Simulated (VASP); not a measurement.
# BaTiO3 (P4mm) in VASP: further runs

Runs on BaTiO3. Level: PBE. Tasks: relaxation of cell and atoms.

Program: VASP 6.6.1. These are calculated values, not measurements. Logs are shortened: lines on timing, memory, paths and dates and some standing lists are left out, and cuts for length are marked.

### Step 1. The crystal as given

It takes space group P4mm (No. 99, tetragonal). The conventional cell has a = 3.990 Å, b = 3.990 Å, c = 4.103 Å, α = 90.00°, β = 90.00°, γ = 90.00°. Ba (site symmetry 4mm) is surrounded by 12 O at 2.81 to 2.92 Å. Around Ti (site symmetry 4mm) lie 5 O at 1.84 to 2.00 Å. O (site symmetry 2mm) is surrounded by 2 Ti at 2.00 Å. O (site symmetry 4mm) has 1 Ti at 1.84 Å as nearest neighbours.

The cell is a database's computed one.

### Step 2. Relaxation of cell and atoms, PBE

The input, INCAR:

```
SYSTEM = BaTiO3
PREC = Accurate
ENCUT = 600
EDIFF = 1E-6
ISMEAR = 0
SIGMA = 0.02
LREAL = .FALSE.
LASPH = .TRUE.
NELM = 120
ALGO = Normal
ISIF = 3
LWAVE = .FALSE.
LCHARG = .FALSE.
GGA = PE
IBRION = 2
NSW = 80
EDIFFG = -0.005
KPAR = 4
```

The input, KPOINTS:

```
regular mesh
0
G
  8 8 7
  0 0 0
```

The input, POSCAR:

```
BaTiO3
1.0
    3.9903792000      0.0000000000      0.0000000000
    0.0000000000      3.9903792000      0.0000000000
    0.0000000000      0.0000000000      4.1026554000
Ba Ti O
1 1 3
Direct
    0.5000000000      0.5000000000      0.5825414600
    0.0000000000      0.0000000000      0.1000427000
    0.0000000000      0.5000000000      0.0642205400
    0.5000000000      0.0000000000      0.0642205400
    0.0000000000      0.0000000000      0.5489717500
```

Potentials or basis: VASP PAW PBE potentials, release 64 (Ba_sv, Ti_sv, O).

Run with:

```console
cat potpaw_PBE.64/Ba_sv/POTCAR potpaw_PBE.64/Ti_sv/POTCAR potpaw_PBE.64/O/POTCAR > POTCAR
mpirun -np 4 vasp_std > vasp.out
```

OUTCAR:

```text
SYSTEM = BaTiO3
   PREC = Accurate
   ENCUT = 600
   EDIFF = 1E-6
   ISMEAR = 0
   LREAL = .FALSE.
   LASPH = .TRUE.
   NELM = 120
   ISIF = 3
   GGA = PE
   IBRION = 2
   NSW = 80
   EDIFFG = -0.005

 ion  position               nearest neighbor table
   1  0.500  0.500  0.583-   3 2.81   4 2.81   4 2.81   3 2.81   5 2.82   5 2.82   5 2.82   5 2.82
                             3 2.92   4 2.92   3 2.92   4 2.92   2 3.45   2 3.45   2 3.45   2 3.45
   2  0.000  0.000  0.100-   5 1.84   4 2.00   3 2.00   3 2.00   4 2.00   5 2.26   1 3.45   1 3.45
                             1 3.45   1 3.45   1 3.53   1 3.53   1 3.53   1 3.53
   3  0.000  0.500  0.064-   2 2.00   2 2.00   1 2.81   1 2.81   1 2.92   1 2.92
   4  0.500  0.000  0.064-   2 2.00   2 2.00   1 2.81   1 2.81   1 2.92   1 2.92
   5  0.000  0.000  0.549-   2 1.84   2 2.26   1 2.82   1 2.82   1 2.82   1 2.82

  LATTYP: Found a simple tetragonal cell.
 ALAT       =     3.9903792000
 C/A-ratio  =     1.0281367244

  Lattice vectors:

 A1 = (   3.9903792000,   0.0000000000,   0.0000000000)
 A2 = (   0.0000000000,   3.9903792000,   0.0000000000)
 A3 = (   0.0000000000,   0.0000000000,   4.1026554000)

Analysis of symmetry for initial positions (statically):
=====================================================================
 Subroutine PRICEL returns:
 Original cell was already a primitive cell.

 Routine SETGRP: Setting up the symmetry group for a
 simple tetragonal supercell.

 Subroutine GETGRP returns: Found  8 space group operations
 (whereof  8 operations were pure point group operations)
 out of a pool of 16 trial point group operations.

The static configuration has the point symmetry C_4v.

Analysis of symmetry for dynamics (positions and initial velocities):
=====================================================================
 Subroutine PRICEL returns:
 Original cell was already a primitive cell.

 Routine SETGRP: Setting up the symmetry group for a
 simple tetragonal supercell.

 Subroutine GETGRP returns: Found  8 space group operations
 (whereof  8 operations were pure point group operations)
 out of a pool of 16 trial point group operations.

The dynamic configuration has the point symmetry C_4v.

 Subroutine INISYM returns: Found  8 space group operations
 (whereof  8 operations are pure point group operations),
 and found     1 'primitive' translations

----------------------------------------------------------------------------------------

                                     Primitive cell

  volume of cell :      65.3271

  direct lattice vectors                    reciprocal lattice vectors
     3.990379200  0.000000000  0.000000000     0.250602750  0.000000000  0.000000000
     0.000000000  3.990379200  0.000000000     0.000000000  0.250602750  0.000000000
     0.000000000  0.000000000  4.102655400     0.000000000  0.000000000  0.243744576

  length of vectors
     3.990379200  3.990379200  4.102655400     0.250602750  0.250602750  0.243744576

  position of ions in fractional coordinates (direct lattice)
     0.500000000  0.500000000  0.582541460
     0.000000000  0.000000000  0.100042700
     0.000000000  0.500000000  0.064220540
     0.500000000  0.000000000  0.064220540
     0.000000000  0.000000000  0.548971750

  ion indices of the primitive-cell ions
   primitive index   ion index
                 1           1
                 2           2
                 3           3
                 4           4
                 5           5

----------------------------------------------------------------------------------------

 KPOINTS: regular mesh

Automatic generation of k-mesh.
 Grid dimensions read from file:
 generate k-points for:    8    8    7

 Generating k-lattice:

  Cartesian coordinates                     Fractional coordinates (reciprocal lattice)
     0.031325344  0.000000000  0.000000000     0.125000000  0.000000000  0.000000000
     0.000000000  0.031325344  0.000000000     0.000000000  0.125000000  0.000000000
     0.000000000  0.000000000  0.034820654     0.000000000  0.000000000  0.142857143

  Length of vectors
     0.031325344  0.031325344  0.034820654

  Shift w.r.t. Gamma in fractional coordinates (k-lattice)
     0.000000000  0.000000000  0.000000000

 Subroutine IBZKPT returns following result:
 ===========================================

 Found     60 irreducible k-points:

 Following reciprocal coordinates:
            Coordinates               Weight
  0.000000  0.000000  0.000000      1.000000
  0.125000  0.000000  0.000000      4.000000
  0.250000  0.000000  0.000000      4.000000
  0.375000  0.000000  0.000000      4.000000
  0.500000  0.000000  0.000000      2.000000
  0.125000  0.125000  0.000000      4.000000
[... 16 lines left out ...]
  0.375000  0.125000  0.142857     16.000000
  0.500000  0.125000  0.142857      8.000000
 [... further k-points ...]
   k-points           NKPTS =     60   k-points in BZ     NKDIM =     60   number of bands    NBANDS=     24
   number of dos      NEDOS =    301   number of ions     NIONS =      5
   total plane-waves  NPLWV =  36864
   dimension x,y,z NGX =    32 NGY =   32 NGZ =   36
   dimension x,y,z NGXF=    64 NGYF=   64 NGZF=   72
   ions per type =               1   1   3
   NGX,Y,Z   is equivalent  to a cutoff of  13.33, 13.33, 14.59 a.u.
   NGXF,Y,Z  is equivalent  to a cutoff of  26.66, 26.66, 29.18 a.u.
 SYSTEM =  BaTiO3
   PREC   = accura    normal or accurate (medium, high low for compatibility)
   ISTART =      0    job   : 0-new  1-cont  2-samecut
   ICHARG =      2    charge: 1-file 2-atom 10-const
   ISPIN  =      1    spin polarized calculation?
   LNONCOLLINEAR =      F non collinear calculations
   LSORBIT =      F    spin-orbit coupling
   LASPH  =      T    aspherical Exc in radial PAW
   ENCUT  =  600.0 eV  44.10 Ry    6.64 a.u.   7.97  7.97  8.19*2*pi/ulx,y,z
   NELM   =    120;   NELMIN=  2; NELMDL= -5     # of ELM steps
   EDIFF  = 0.1E-05   stopping-criterion for ELM
   LREAL  =      F    real-space projection
   EDIFFG = -.5E-02   stopping-criterion for IOM
   NSW    =     80    number of steps for IOM
   IBRION =      2    ionic relax: 0-MD 1-quasi-New 2-CG
   NFREE  =      1    steps in history (QN), initial steepest desc. (CG)
   ISIF   =      3    stress and relaxation
   ISYM   =      2    0-nonsym 1-usesym 2-fastsym
   POTIM  = 0.5000    time-step for ionic-motion
   TEBEG  =    0.0;   TEEND  =   0.0 temperature during run
   PSTRESS=    0.0 pullay stress
   NELECT =      40.0000    total number of electrons
   NUPDOWN=      -1.0000    fix difference up-down
   EMIN   =  10.00;   EMAX   =-10.00  energy-range for DOS
   EFERMI =   0.00;   METHOD = LEGACY
   ISMEAR =     0;   SIGMA  =   0.02  broadening in eV -4-tet -1-fermi 0-gaus
   EFERMI_NEDOS =   21; number of points for ismear=-14 and -15
   IALGO  =     38    algorithm
   IMIX   =      4    mixing-type and parameters
     AMIX     =   0.40;   BMIX     =  1.00
     AMIX_MAG =   1.60;   BMIX_MAG =  1.00
  volume/ion in A,a.u.               =      13.07        88.17
  Fermi-wavevector in a.u.,A,eV,Ry     =   1.390157  2.627015 26.293737  1.932535
  Thomas-Fermi vector in A             =   2.514119
   LORBIT       =      0    0 simple, 1 ext, 2 COOP (PROOUT), +10 PAW based schemes
   GGA     = PE    functional components
   LHFCALC =     F    Hartree Fock is set to
   AEXX    =    0.0000 exact exchange contribution
   IVDW    =     0    specifies the selected vdW correction
   LEPSILON=     F    determine dielectric tensor
   LRPA    =     F    only Hartree local field effects (RPA)
 conjugate gradient relaxation of ions
 non-spin polarized calculation
 Gauss-broadening in eV      SIGMA  =   0.02
  energy-cutoff  :      600.00
  volume of cell :       65.33
 maximum number of plane-waves:      2216
 NGX is ok and might be reduce to    32
   NGX = 15   NGY = 15   NGZ = 17

--------------------------------------- Ionic step        1  -------------------------------------------

 number of electron      39.9999993 magnetization

 Free energy of the ion-electron system (eV)
  ---------------------------------------------------
  ext. energy  EPLUGINS =         0.00000000
  ---------------------------------------------------
  free energy    TOTEN  =       -40.02774865 eV

  energy without entropy =      -40.02774865  energy(sigma->0) =      -40.02774865

------------------------ aborting loop because EDIFF is reached ----------------------------------------

  FORCE on cell =-STRESS in cart. coord.  units (eV):
  Direction    XX          YY          ZZ          XY          YZ          ZX
  --------------------------------------------------------------------------------------
  -------------------------------------------------------------------------------------
  Total        1.1811659      1.1811659      1.2285587      0.0000000      0.0000000      0.0000000
  in kB       28.9686397     28.9686397     30.1309707      0.0000000      0.0000000      0.0000000
  external PRESSURE =      29.3560833 kB  Pullay stress =       0.0000000 kB
[... 98 lines left out ...]
  FREE ENERGIE OF THE ION-ELECTRON SYSTEM (eV)
  ---------------------------------------------------
  free  energy   TOTEN  =       -40.0387668199 eV

  energy  without entropy=      -40.0387668199  energy(sigma->0) =      -40.03876682

[... ionic steps 4 to 21 ...]

--------------------------------------- Ionic step       22  -------------------------------------------

 number of electron      39.9999992 magnetization

------------------------ aborting loop because EDIFF is reached ----------------------------------------
[... 73 lines left out ...]
--------------------------------------- Ionic step       24  -------------------------------------------

 number of electron      39.9999992 magnetization

 Free energy of the ion-electron system (eV)
  ---------------------------------------------------
  ext. energy  EPLUGINS =         0.00000000
  ---------------------------------------------------
  free energy    TOTEN  =       -40.04742390 eV

  energy without entropy =      -40.04742390  energy(sigma->0) =      -40.04742390

 E-fermi :   3.9570     XC(G=0): -10.9712

 val. band max:        3.6783005693   @ k =   0.5000   0.5000   0.4286
 cond. band min:       5.4484078980   @ k =   0.0000   0.0000   0.0000
 fundamental gap:      1.7701073287
 Fermi energy:         3.9569787991

 k-point     1 :       0.0000    0.0000    0.0000
  band No.  band energies     occupation
      1     -53.0095      2.00000
      2     -29.3411      2.00000
      3     -29.2026      2.00000
      4     -29.2026      2.00000
      5     -21.5484      2.00000
      6     -13.3204      2.00000
[... 637 lines left out ...]
     23       7.1815      0.00000
     24       8.2400      0.00000

 [... further k-points ...]

------------------------ aborting loop because EDIFF is reached ----------------------------------------

  FORCE on cell =-STRESS in cart. coord.  units (eV):
  Direction    XX          YY          ZZ          XY          YZ          ZX
  --------------------------------------------------------------------------------------
  -------------------------------------------------------------------------------------
  Total       -0.0037891     -0.0037891      0.0109765      0.0000000      0.0000000      0.0000000
  in kB       -0.0900782     -0.0900782      0.2609426      0.0000000      0.0000000      0.0000000
  external PRESSURE =       0.0269287 kB  Pullay stress =       0.0000000 kB
[... 20 lines left out ...]
  FREE ENERGIE OF THE ION-ELECTRON SYSTEM (eV)
  ---------------------------------------------------
  free  energy   TOTEN  =       -40.0474239032 eV

  energy  without entropy=      -40.0474239032  energy(sigma->0) =      -40.04742390

 reached required accuracy - stopping structural energy minimisation
```

Wall time 4.1 min (4 MPI ranks of Intel Xeon Platinum 8488C (Sapphire Rapids), shared host); peak memory 0.28 GiB.

What came out:

- Free energy: -40.0474 eV
- Relaxed volume: 13.48 Å³/atom
- Relaxed cell: a = 3.997 Å, b = 3.997 Å, c = 4.219 Å, α = 90.00°, β = 90.00°, γ = 90.00°
- Space group after relaxing (to 0.05 Å): P4mm (No. 99)
- Energy gained by relaxing: 3.9 meV/atom
- Ionic steps: 24
- Pressure after relaxing: 0.0 GPa
- Largest force after relaxing: 0.004 eV/Å
- Band gap on the k mesh: 1.77 eV, indirect (least direct gap 2.34 eV)

Forces in eV/Å, atoms in the order of the input:
```
Ba   0.000  0.000  0.003
Ti   0.000  0.000  0.004
O    0.000  0.000 -0.003
O    0.000  0.000 -0.003
O    0.000  0.000  0.001
```

Step by step:
| step | energy change (eV) | largest force (eV/Å) | pressure (GPa) | volume (Å³) |
| --- | --- | --- | --- | --- |
| 1 | 0.0000 | 0.0545 | 2.94 | 65.33 |
| 2 | -0.0029 | 0.3532 | -2.43 | 67.62 |
| 3 | -0.0110 | 0.1911 | -0.05 | 66.54 |
| 4 | -0.0134 | 0.0818 | 0.00 | 66.70 |
| 5 | -0.0140 | 0.0609 | 0.05 | 66.81 |
| 6 | -0.0158 | 0.0646 | -0.02 | 66.95 |
| 7 | -0.0187 | 0.0806 | -0.12 | 67.34 |
| 8 | -0.0188 | 0.0863 | -0.14 | 67.44 |
| 9 | -0.0193 | 0.0408 | 0.02 | 67.30 |
| 10 | -0.0193 | 0.0447 | 0.01 | 67.32 |
| 11 | -0.0195 | 0.0153 | 0.14 | 67.27 |
| 12 | -0.0195 | 0.0231 | 0.20 | 67.26 |
| 13 | -0.0195 | 0.0309 | -0.22 | 67.44 |
| 14 | -0.0196 | 0.0116 | 0.01 | 67.34 |
| 15 | -0.0196 | 0.0126 | 0.01 | 67.35 |
| 16 | -0.0196 | 0.0260 | -0.02 | 67.36 |
| 17 | -0.0196 | 0.0207 | -0.01 | 67.37 |
| 18 | -0.0197 | 0.0168 | 0.00 | 67.37 |
| 19 | -0.0196 | 0.0170 | 0.05 | 67.37 |
| 20 | -0.0197 | 0.0158 | 0.01 | 67.37 |
| 21 | -0.0197 | 0.0099 | 0.03 | 67.38 |
| 22 | -0.0197 | 0.0081 | 0.02 | 67.39 |
| 23 | -0.0197 | 0.0073 | 0.00 | 67.39 |
| 24 | -0.0197 | 0.0035 | 0.00 | 67.40 |

Final structure:
```
Ba Ti O
1.0
     3.99654    0.00000    0.00000
     0.00000    3.99654    0.00000
     0.00000    0.00000    4.21949
Ba Ti O
1 1 3
Cartesian
  1.9983 1.9983 2.4885
  0.0000 0.0000 0.4585
  0.0000 1.9983 0.2583
  1.9983 3.9965 0.2583
  0.0000 0.0000 2.2748
```

Caveat: spin-orbit coupling is left out, which moves the levels of the heavy elements; an odd mesh through Γ misses points on the zone boundary, where band edges often lie. PBE gaps usually lie below the measured ones, often by a third to a half.

(Part 1 of 2 ends here.)
